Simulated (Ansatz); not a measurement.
**V(100) with 4 layers of random V-W, 2x2: scattering by chemical disorder**

Aim: the residual resistivity of a random alloy, from V(100) with 4 layers of random V-W, 2x2 and longer regions.

Main program and level: Ansatz 0.2.0; Ansatz plane-wave DFT, PBE, PAW files; ballistic transport by layer matching (Landauer), zero bias; PAW set soft_1.

## (1) Set-up

The cell holds 56 atoms: 54 V and 2 W. Its edges and angles: a = 6.052 Å, b = 6.052 Å, c = 21.182 Å, α = 90.0°, β = 90.0°, γ = 90.0°. It derives from V. Regions: lead, 40 atoms (40 V); scattering region, 16 atoms (14 V and 2 W). The structure is stacked along c, and the current runs across the ab planes.

## (2) With 4 alloy layers

In 4 layers a share of 0.125 of the sites is given to W at random. The layers about the cell's end stay perfect and serve as the lead. Energies from -0.05 to 0.05 eV in steps of 0.05 eV are too few for the program's thermal sum, so it prints no conductance; for a metal the transmission near the Fermi level serves, at a fraction of the cost.

Input file input.yaml:

```yaml
crystal:
  lattice:
    - [6.052, 0.0, 0.0]
    - [0.0, 6.052, 0.0]
    - [0.0, 0.0, 21.182]
  atoms:
    - { symbol: V, position: [0.0, 0.0, 0.0357142857] }
    - { symbol: V, position: [0.0, 0.5, 0.0357142857] }
    - { symbol: V, position: [0.5, 0.0, 0.0357142857] }
    - { symbol: V, position: [0.5, 0.5, 0.0357142857] }
    - { symbol: V, position: [0.25, 0.25, 0.1071428571] }
    - { symbol: V, position: [0.25, 0.75, 0.1071428571] }
    - { symbol: V, position: [0.75, 0.25, 0.1071428571] }
    - { symbol: V, position: [0.75, 0.75, 0.1071428571] }
    - { symbol: V, position: [0.0, 0.0, 0.1785714286] }
    - { symbol: V, position: [0.0, 0.5, 0.1785714286] }
    - { symbol: V, position: [0.5, 0.0, 0.1785714286] }
    - { symbol: V, position: [0.5, 0.5, 0.1785714286] }
    - { symbol: V, position: [0.25, 0.25, 0.25] }
    - { symbol: V, position: [0.25, 0.75, 0.25] }
    - { symbol: V, position: [0.75, 0.25, 0.25] }
    - { symbol: V, position: [0.75, 0.75, 0.25] }
    - { symbol: V, position: [0.0, 0.0, 0.3214285714] }
    - { symbol: V, position: [0.0, 0.5, 0.3214285714] }
    - { symbol: V, position: [0.5, 0.0, 0.3214285714] }
    - { symbol: V, position: [0.5, 0.5, 0.3214285714] }
    - { symbol: V, position: [0.25, 0.25, 0.3928571429] }
    - { symbol: V, position: [0.25, 0.75, 0.3928571429] }
    - { symbol: V, position: [0.75, 0.25, 0.3928571429] }
    - { symbol: V, position: [0.75, 0.75, 0.3928571429] }
    - { symbol: V, position: [0.0, 0.0, 0.4642857143] }
    - { symbol: V, position: [0.0, 0.5, 0.4642857143] }
    - { symbol: V, position: [0.5, 0.0, 0.4642857143] }
    - { symbol: V, position: [0.5, 0.5, 0.4642857143] }
    - { symbol: V, position: [0.25, 0.25, 0.5357142857] }
    - { symbol: V, position: [0.25, 0.75, 0.5357142857] }
    - { symbol: V, position: [0.75, 0.25, 0.5357142857] }
    - { symbol: V, position: [0.75, 0.75, 0.5357142857] }
    - { symbol: W, position: [0.0, 0.0, 0.6071428571] }
    - { symbol: V, position: [0.0, 0.5, 0.6071428571] }
    - { symbol: V, position: [0.5, 0.0, 0.6071428571] }
    - { symbol: W, position: [0.5, 0.5, 0.6071428571] }
    - { symbol: V, position: [0.25, 0.25, 0.6785714286] }
    - { symbol: V, position: [0.25, 0.75, 0.6785714286] }
    - { symbol: V, position: [0.75, 0.25, 0.6785714286] }
    - { symbol: V, position: [0.75, 0.75, 0.6785714286] }
    - { symbol: V, position: [0.0, 0.0, 0.75] }
    - { symbol: V, position: [0.0, 0.5, 0.75] }
    - { symbol: V, position: [0.5, 0.0, 0.75] }
    - { symbol: V, position: [0.5, 0.5, 0.75] }
    - { symbol: V, position: [0.25, 0.25, 0.8214285714] }
    - { symbol: V, position: [0.25, 0.75, 0.8214285714] }
    - { symbol: V, position: [0.75, 0.25, 0.8214285714] }
    - { symbol: V, position: [0.75, 0.75, 0.8214285714] }
    - { symbol: V, position: [0.0, 0.0, 0.8928571429] }
    - { symbol: V, position: [0.0, 0.5, 0.8928571429] }
    - { symbol: V, position: [0.5, 0.0, 0.8928571429] }
    - { symbol: V, position: [0.5, 0.5, 0.8928571429] }
    - { symbol: V, position: [0.25, 0.25, 0.9642857143] }
    - { symbol: V, position: [0.25, 0.75, 0.9642857143] }
    - { symbol: V, position: [0.75, 0.25, 0.9642857143] }
    - { symbol: V, position: [0.75, 0.75, 0.9642857143] }
kpoints:
  mp_grid: { grid: [4, 4, 1] }
hamiltonian:
  xc: pbe
  pseudopotentials: { kind: paw, azcp: { folder: soft_1 } }
scf:
  occupations: { method: fermi_dirac, width: 0.1 }
output:
  transmission: { leads: [[0, 4]], kmesh: [8, 8], e_range: [-0.05, 0.05], de: 0.05 }
  write_potential: true
  write_density: true
  volumetric_format: npy
```

Run with:

```sh
$ ansatz run input.yaml --threads 4 --pin off --max-ram 15360MiB --backend cpu --events-out ev --progress --plain --runs-dir out
```

Numbers of over 12 decimals in the logs are rounded to 6 here.

What it wrote:

```text
Engine: ansatz 0.2.0, aarch64-unknown-linux-gnu
Pseudopotentials: kind: paw
Pseudopotential: V, paw, valence charge 13, recommended cutoff 420 eV (normal), soft_1/V.paw.azcp
Pseudopotential: W, paw, valence charge 14, recommended cutoff 420 eV (normal), soft_1/W.paw.azcp
Functional definition: PBE
  parameter kappa = 0.804
  parameter beta = 0.066725
  exchange = pbe_x(kappa = kappa, mu = beta*pi^2/3)
  correlation = pbe_c(beta = beta)
Crystal: 56 atoms, lattice volume = 775.827 Å³
Basis set: ecut = 420 eV, 15155 PW (Γ)
Bands: 438, of which v1, the nominal top of the filled ones, is band 365 counted from 1 (364 counted from 0)
Symmetry: 32 space group operations
Space group: P4/mmm (ITA 123), of the structure as read, at distance tolerance 9.2e-5 Å
k-points: 6 of 16
Non-local potential: V, projectors of the file, l = 0: 3, l = 1: 2, l = 2: 3, l = 3: 1
Non-local potential: W, projectors of the file, l = 0: 3, l = 1: 2, l = 2: 2, l = 3: 1
PAW form: soft (Blöchl's): semilocal exchange-correlation on the pseudo side does not see the compensation charge
PAW one-centre angular grid: V, 590 points (default); XC on 64 Gauss nodes
PAW one-centre angular grid: W, 590 points (default); XC on 64 Gauss nodes
Initial density: superposition of atomic densities (chi_scale 0.1, normalization cell, long waves of neutral atoms (reshape's long-wave potential 3.27 eV rms, cloud 3.15 Å wide))
Initial wavefunctions: pseudopotential atomic-orbital guess
Functional: x = pbe(κ = 0.804, μ = 0.219515), c = pbe(β = 0.066725)
SCF iter   1: F=—  HF=-178074.720109 eV  |F-HF|=—  |Δ(HF+E_count)|=         —  Δρ=1.08e-1  dr2=1.18e3  ethr=3.10e-3  ⟨swp⟩=7.0  Hψ=10822  notcnv=0
preconditioner: auto → Kerker (q_TF=auto, 2.701 Å⁻¹)  [metal: Δε(μ)=0.029 eV  Ē_g=3.282 eV  σ=0.100 eV  W_gap=0.07  n_scr=262 (ndim 8)  ℏωp=22.4 eV  f_vac=0.000  D(μ)=76.55/eV (n_scr^D=948)]
SCF iter   2: F=—  HF=-178048.416378 eV  |F-HF|=—  |Δ(HF+E_count)|=    2.63e1  Δρ=4.92e-2  dr2=2.26e2  ethr=3.10e-3  ⟨swp⟩=4.2  Hψ=6064  notcnv=0
SCF iter   3: F=—  HF=-178043.850370 eV  |F-HF|=—  |Δ(HF+E_count)|=    4.57e0  Δρ=1.25e-2  dr2=2.59e0  ethr=3.10e-3  ⟨swp⟩=5.5  Hψ=8204  notcnv=0
SCF iter   4: F=—  HF=-178043.796911 eV  |F-HF|=—  |Δ(HF+E_count)|=   5.35e-2  Δρ=4.15e-3  dr2=1.05e-1  ethr=3.54e-4  ⟨swp⟩=3.2  Hψ=4045  notcnv=0
SCF iter   5: F=—  HF=-178043.805147 eV  |F-HF|=—  |Δ(HF+E_count)|=   8.24e-3  Δρ=1.33e-3  dr2=8.59e-3  ethr=1.44e-5  ⟨swp⟩=2.0  Hψ=3637  notcnv=0
SCF iter   6: F=—  HF=-178043.806024 eV  |F-HF|=—  |Δ(HF+E_count)|=   8.77e-4  Δρ=4.16e-4  dr2=1.15e-3  ethr=1.18e-6  ⟨swp⟩=2.0  Hψ=3386  notcnv=0
SCF iter   7: F=—  HF=-178043.806029 eV  |F-HF|=—  |Δ(HF+E_count)|=   4.80e-6  Δρ=9.78e-5  dr2=1.76e-4  ethr=1.58e-7  ⟨swp⟩=2.0  Hψ=3390  notcnv=0
SCF iter   8: F=—  HF=-178043.805989 eV  |F-HF|=—  |Δ(HF+E_count)|=   3.97e-5  Δρ=3.73e-5  dr2=1.73e-5  ethr=2.42e-8  ⟨swp⟩=2.0  Hψ=3105  notcnv=0
SCF iter   9: F=—  HF=-178043.806163 eV  |F-HF|=—  |Δ(HF+E_count)|=   1.74e-4  Δρ=8.03e-6  dr2=1.04e-6  ethr=2.38e-9  ⟨swp⟩=2.0  Hψ=3445  notcnv=0
SCF iter  10: F=—  HF=-178043.806163 eV  |F-HF|=—  |Δ(HF+E_count)|=   3.39e-8  Δρ=2.48e-6  dr2=1.52e-7  ethr=1.37e-11  ⟨swp⟩=11.8  Hψ=8489  notcnv=0
SCF iter  11: F=-178043.806163 eV  HF=-178043.806163 eV  |F-HF|=8.79e-9  |Δ(HF+E_count)|=   3.70e-9  Δρ=8.58e-7  dr2=1.01e-8  ethr=1.37e-11  ⟨swp⟩=2.0  Hψ=4772  notcnv=0
SCF 1 converged in 11 iterations: F = -178043.806163 eV  dr2 = 1.01e-8
  greatest PAW one-centre occupation: 1.000 electrons in one spin orbital (limit 2), on the V atom at site 39 (counted from 0), in its partial waves of l = 0
transmission: 42 of 405 steps passed
transmission: 81 of 405 steps passed
[...]
transmission: 405 of 405 steps passed
SCF converged after 11 iterations
Free energy (F): -178043.806163 eV
Harris-Foulkes:  -178043.806163 eV  (|F-HF|=8.79e-9)
Internal energy: -178040.629390 eV  (E = F + TS)
E sigma→0 (E₀):  -178042.217777 eV
Entropy (-TS):   -3.176773 eV (-56.728 meV/atom)
Fermi energy:    16.367961 eV
--- Per-component energies (eV) ---
  E_band       = -8244.362475
  E_kinetic    = 16785.190165
  E_local      = -54929.587292  (includes V_loc(G=0)·N_el)
  E_nonlocal   = 4338.027284
  E_hartree    = 22817.596397
  E_xc         = -6745.204403
  E_vxc        = -8318.407916  (∫ρ·V_xc dr)
  E_paw        = -77912.915832  (= ΣΔE_a)
  E_vpaw       = -11754.821874  (= ΣTr[D̂ρ^β])
  E_aug_tail   = 0.052893  (compensation charges beyond the density's cutoff)
  E_ewald      = -82393.788603
  E_smearing   = -3.176773  (= −TS)
  E_closure    = -0.000000  (closes the sum)
  Σ components = -178043.806163   (vs F -178043.806163, Δ=0.00e0)
--- Band table (eV; the first three rows and the last of 6) ---
  k-point 0: bands = [... 361 lower, 16.7472, 16.7473, 16.7473, 16.7618, 16.7618, 16.8727, 16.9039, 16.9439, ... 69 higher]
  k-point 1: bands = [... 361 lower, 16.6226, 16.6229, 16.6282, 16.6310, 16.6375, 16.6424, 16.6679, 16.6996, ... 69 higher]
  k-point 2: bands = [... 361 lower, 16.2731, 16.2746, 16.2746, 16.2763, 16.2763, 16.2844, 16.2844, 16.2857, ... 69 higher]
  k-point 5: bands = [... 361 lower, 15.8758, 15.8980, 15.8980, 15.9118, 15.9118, 15.9468, 15.9468, 15.9637, ... 69 higher]
--- Transmission ---
  basis      : 325 plane waves across, 27 finite elements along
  points     : 15, standing for a mesh of 8 x 8
  energies   : 3 from -0.050000 to 0.050000 eV about the Fermi level, 0.050000 eV apart; the leads are filled to 0.000000 eV, and channels, transmission and decay are at 0.000000 eV
  crystal 0  : V4, at the sites [0, 4], period 1.5130 Å, over 19.67 Å; its Hamiltonian steps by up to 0.9 meV
    offset         : up to 0.0000 Å between an atom of the period and one for which it stands
    channels       : 1.004688e1 a spin
    conductance    : none, the energies end too early or step too widely for 300 K: set another output.transmission.e_range or a lower de, or, where they end at an eighth of basis.ecutwfc, a higher one
  junction   : crystal 0 to crystal 0, 2.33 to 22.00 Å
    transmission   : 8.964554e0 a spin
    conductance    : none, the energies end too early or step too widely for 300 K: set another output.transmission.e_range or a lower de, or, where they end at an eighth of basis.ecutwfc, a higher one
```

It took 6.3 min on 4 threads of Arm Neoverse V1, shared host; peak memory 6.7 GiB; 21 min of CPU time.

This run has no spin polarisation, although V can carry a moment.

This step gave:

| Item | Value |
| --- | --- |
| free energy | -178043.8062 eV |
| energy at zero smearing | -178042.2178 eV |
| Fermi energy | 16.37 eV |
| cell area | 36.63 Å² |
| transmission per spin nearest the Fermi level | 8.965 |
| open channels per spin nearest the Fermi level | 10.05 |
| step of the lead's potential | 0.9 meV |

Per spin. Table of transmission, zone mean by energy, zero at the Fermi level:

```tsv
energy (eV)	transmission, zone mean
-0.0500	9.40
0.0000	8.96
0.0500	8.51
```

Per spin. Open channels, zone mean, lead against energy, zero at the Fermi level:

```tsv
energy (eV)	open channels, zone mean, lead
-0.0500	10.5
0.0000	10.0
0.0500	9.42
```

Transmission over k1 and k2. At 0.0000 eV from the Fermi level.

Ten even steps from '_' (3.9) to '@' (12.3):
```
::__==%%%%%%==__
__==##@@@@@@##==
..%%@@%%%%%%@@%%
**%%@@%%%%%%@@%%
..%%@@%%%%%%@@%%
__==##@@@@@@##==
::__==%%%%%%==__
__::__..**..__::
```
Columns: k1 (b1) from -0.5 to 0.375; rows upwards: k2 (b2) from -0.5 to 0.375.

Open channels over k1 and k2. At 0.0000 eV from the Fermi level.

Values, 8 rows by 8 columns:
```
 6.0  4.0  9.0 12.0 12.0 12.0  9.0  4.0
 6.0  9.0 12.0 14.0 14.0 14.0 12.0  9.0
 6.0 12.0 14.0 11.0 11.0 11.0 14.0 12.0
10.0 12.0 14.0 11.0 11.0 11.0 14.0 12.0
 6.0 12.0 14.0 11.0 11.0 11.0 14.0 12.0
 6.0  9.0 12.0 14.0 14.0 14.0 12.0  9.0
 6.0  4.0  9.0 12.0 12.0 12.0  9.0  4.0
 4.0  6.0  6.0  6.0 10.0  6.0  6.0  6.0
```
Columns: k1 (b1) from -0.5 to 0.375; rows upwards: k2 (b2) from -0.5 to 0.375.

Over the solved energies the transmission per spin lies between 8.51 and 9.40, out of 9.98 channels of the lead on average (up to 10.5).

## (3) With 8 alloy layers

In 8 layers a share of 0.125 of the sites is given to W at random. A fresh draw is used; the growth of the resistance with length is what counts.

System of this step: V(100) with 8 layers of random V-W, 2x2. The cell holds 72 atoms: 68 V and 4 W. Cell: a = 6.052 Å, b = 6.052 Å, c = 27.234 Å, α = 90.0°, β = 90.0°, γ = 90.0°. It derives from V. Regions: lead, 40 atoms (40 V); scattering region, 32 atoms (28 V and 4 W). The structure is stacked along c, and the current runs across the ab planes.

Input file input.yaml:

```yaml
crystal:
  lattice:
    - [6.052, 0.0, 0.0]
    - [0.0, 6.052, 0.0]
    - [0.0, 0.0, 27.234]
  atoms:
    - { symbol: V, position: [0.0, 0.0, 0.0277777778] }
    - { symbol: V, position: [0.0, 0.5, 0.0277777778] }
    - { symbol: V, position: [0.5, 0.0, 0.0277777778] }
    - { symbol: V, position: [0.5, 0.5, 0.0277777778] }
    - { symbol: V, position: [0.25, 0.25, 0.0833333333] }
    - { symbol: V, position: [0.25, 0.75, 0.0833333333] }
    - { symbol: V, position: [0.75, 0.25, 0.0833333333] }
    - { symbol: V, position: [0.75, 0.75, 0.0833333333] }
    - { symbol: V, position: [0.0, 0.0, 0.1388888889] }
    - { symbol: V, position: [0.0, 0.5, 0.1388888889] }
    - { symbol: V, position: [0.5, 0.0, 0.1388888889] }
    - { symbol: V, position: [0.5, 0.5, 0.1388888889] }
    - { symbol: V, position: [0.25, 0.25, 0.1944444444] }
    - { symbol: V, position: [0.25, 0.75, 0.1944444444] }
    - { symbol: V, position: [0.75, 0.25, 0.1944444444] }
    - { symbol: V, position: [0.75, 0.75, 0.1944444444] }
    - { symbol: V, position: [0.0, 0.0, 0.25] }
    - { symbol: V, position: [0.0, 0.5, 0.25] }
    - { symbol: V, position: [0.5, 0.0, 0.25] }
    - { symbol: V, position: [0.5, 0.5, 0.25] }
    - { symbol: V, position: [0.25, 0.25, 0.3055555556] }
    - { symbol: V, position: [0.25, 0.75, 0.3055555556] }
    - { symbol: W, position: [0.75, 0.25, 0.3055555556] }
    - { symbol: V, position: [0.75, 0.75, 0.3055555556] }
    - { symbol: V, position: [0.0, 0.0, 0.3611111111] }
    - { symbol: V, position: [0.0, 0.5, 0.3611111111] }
    - { symbol: V, position: [0.5, 0.0, 0.3611111111] }
    - { symbol: V, position: [0.5, 0.5, 0.3611111111] }
    - { symbol: V, position: [0.25, 0.25, 0.4166666667] }
    - { symbol: V, position: [0.25, 0.75, 0.4166666667] }
    - { symbol: V, position: [0.75, 0.25, 0.4166666667] }
    - { symbol: V, position: [0.75, 0.75, 0.4166666667] }
    - { symbol: V, position: [0.0, 0.0, 0.4722222222] }
    - { symbol: V, position: [0.0, 0.5, 0.4722222222] }
    - { symbol: V, position: [0.5, 0.0, 0.4722222222] }
    - { symbol: V, position: [0.5, 0.5, 0.4722222222] }
    - { symbol: W, position: [0.25, 0.25, 0.5277777778] }
    - { symbol: V, position: [0.25, 0.75, 0.5277777778] }
    - { symbol: V, position: [0.75, 0.25, 0.5277777778] }
    - { symbol: V, position: [0.75, 0.75, 0.5277777778] }
    - { symbol: V, position: [0.0, 0.0, 0.5833333333] }
    - { symbol: V, position: [0.0, 0.5, 0.5833333333] }
    - { symbol: V, position: [0.5, 0.0, 0.5833333333] }
    - { symbol: V, position: [0.5, 0.5, 0.5833333333] }
    - { symbol: V, position: [0.25, 0.25, 0.6388888889] }
    - { symbol: V, position: [0.25, 0.75, 0.6388888889] }
    - { symbol: W, position: [0.75, 0.25, 0.6388888889] }
    - { symbol: V, position: [0.75, 0.75, 0.6388888889] }
    - { symbol: V, position: [0.0, 0.0, 0.6944444444] }
    - { symbol: V, position: [0.0, 0.5, 0.6944444444] }
    - { symbol: V, position: [0.5, 0.0, 0.6944444444] }
    - { symbol: W, position: [0.5, 0.5, 0.6944444444] }
    - { symbol: V, position: [0.25, 0.25, 0.75] }
    - { symbol: V, position: [0.25, 0.75, 0.75] }
    - { symbol: V, position: [0.75, 0.25, 0.75] }
    - { symbol: V, position: [0.75, 0.75, 0.75] }
    - { symbol: V, position: [0.0, 0.0, 0.8055555556] }
    - { symbol: V, position: [0.0, 0.5, 0.8055555556] }
    - { symbol: V, position: [0.5, 0.0, 0.8055555556] }
    - { symbol: V, position: [0.5, 0.5, 0.8055555556] }
    - { symbol: V, position: [0.25, 0.25, 0.8611111111] }
    - { symbol: V, position: [0.25, 0.75, 0.8611111111] }
    - { symbol: V, position: [0.75, 0.25, 0.8611111111] }
    - { symbol: V, position: [0.75, 0.75, 0.8611111111] }
    - { symbol: V, position: [0.0, 0.0, 0.9166666667] }
    - { symbol: V, position: [0.0, 0.5, 0.9166666667] }
    - { symbol: V, position: [0.5, 0.0, 0.9166666667] }
    - { symbol: V, position: [0.5, 0.5, 0.9166666667] }
    - { symbol: V, position: [0.25, 0.25, 0.9722222222] }
    - { symbol: V, position: [0.25, 0.75, 0.9722222222] }
    - { symbol: V, position: [0.75, 0.25, 0.9722222222] }
    - { symbol: V, position: [0.75, 0.75, 0.9722222222] }
kpoints:
  mp_grid: { grid: [4, 4, 1] }
hamiltonian:
  xc: pbe
  pseudopotentials: { kind: paw, azcp: { folder: soft_1 } }
scf:
  occupations: { method: fermi_dirac, width: 0.1 }
output:
  transmission: { leads: [[0, 4]], kmesh: [8, 8], e_range: [-0.05, 0.05], de: 0.05 }
  write_potential: true
  write_density: true
  volumetric_format: npy
```

What it wrote:

```text
[...]
Crystal: 72 atoms, lattice volume = 997.492 Å³
Basis set: ecut = 420 eV, 19487 PW (Γ)
Bands: 564, of which v1, the nominal top of the filled ones, is band 470 counted from 1 (469 counted from 0)
Symmetry: 1 space group operations
[...]
k-points: 10 of 16 (time reversal used)
[...]
SCF iter   1: F=—  HF=-239635.145179 eV  |F-HF|=—  |Δ(HF+E_count)|=         —  Δρ=1.04e-1  dr2=1.18e3  ethr=3.10e-3  ⟨swp⟩=6.8  Hψ=22112  notcnv=0
[...]
SCF iter  11: F=-239590.059125 eV  HF=-239590.059125 eV  |F-HF|=1.34e-8  |Δ(HF+E_count)|=   3.93e-9  Δρ=9.94e-7  dr2=1.46e-8  ethr=1.06e-11  ⟨swp⟩=2.0  Hψ=9956  notcnv=0
SCF 1 converged in 11 iterations: F = -239590.059125 eV  dr2 = 1.46e-8
[...]
transmission: 116 of 1156 steps passed
transmission: 232 of 1156 steps passed
[...]
transmission: 1156 of 1156 steps passed
SCF converged after 11 iterations
Free energy (F): -239590.059125 eV
[...]
Internal energy: -239586.133013 eV  (E = F + TS)
E sigma→0 (E₀):  -239588.096069 eV
Entropy (-TS):   -3.926113 eV (-54.529 meV/atom)
Fermi energy:    16.557998 eV
[...]
--- Band table (eV; the first three rows and the last of 10) ---
  k-point 0: bands = [... 466 lower, 16.9107, 16.9178, 16.9184, 16.9248, 16.9346, 16.9347, 16.9516, 16.9533, ... 90 higher]
  k-point 1: bands = [... 466 lower, 16.7252, 16.7355, 16.7457, 16.7556, 16.7974, 16.8064, 16.8366, 16.8540, ... 90 higher]
  k-point 2: bands = [... 466 lower, 16.4553, 16.4733, 16.4999, 16.5003, 16.5099, 16.5125, 16.5175, 16.5211, ... 90 higher]
  k-point 9: bands = [... 466 lower, 16.0404, 16.0510, 16.0521, 16.0600, 16.0636, 16.0653, 16.0684, 16.0773, ... 90 higher]
--- Transmission ---
  basis      : 325 plane waves across, 34 finite elements along
  points     : 34, standing for a mesh of 8 x 8
[...]
channels       : 1.004688e1 a spin
[...]
junction   : crystal 0 to crystal 0, 0.70 to 26.42 Å
    transmission   : 8.495201e0 a spin
[...]
```

Wall time 20 min (4 threads); peak memory 9.8 GiB; 78 min of CPU time.

This step gave:

| Property | Result |
| --- | --- |
| free energy | -239590.0591 eV |
| energy at zero smearing | -239588.0961 eV |
| Fermi energy | 16.56 eV |
| transmission per spin nearest the Fermi level | 8.495 |
| step of the lead's potential | 1.5 meV |

Per spin. Transmission, zone mean against energy, zero at the Fermi level:

```tsv
energy (eV)	transmission, zone mean
-0.0500	8.49
0.0000	8.50
0.0500	7.97
```

Over the solved energies the transmission per spin lies between 7.97 and 8.50, out of 9.90 channels of the lead on average (up to 10.4).

(Part 1 of 2 ends here.)

[Logs are printed without paths, hosts, clocks, repeated set-up lines and the standing remarks that a program may print on its own settings, such as how far it seeks lower states.]

[Hosts, paths, dates, database ids (printed as entryN), source tags and the programs' standing remarks are cut or masked in the printed files.]
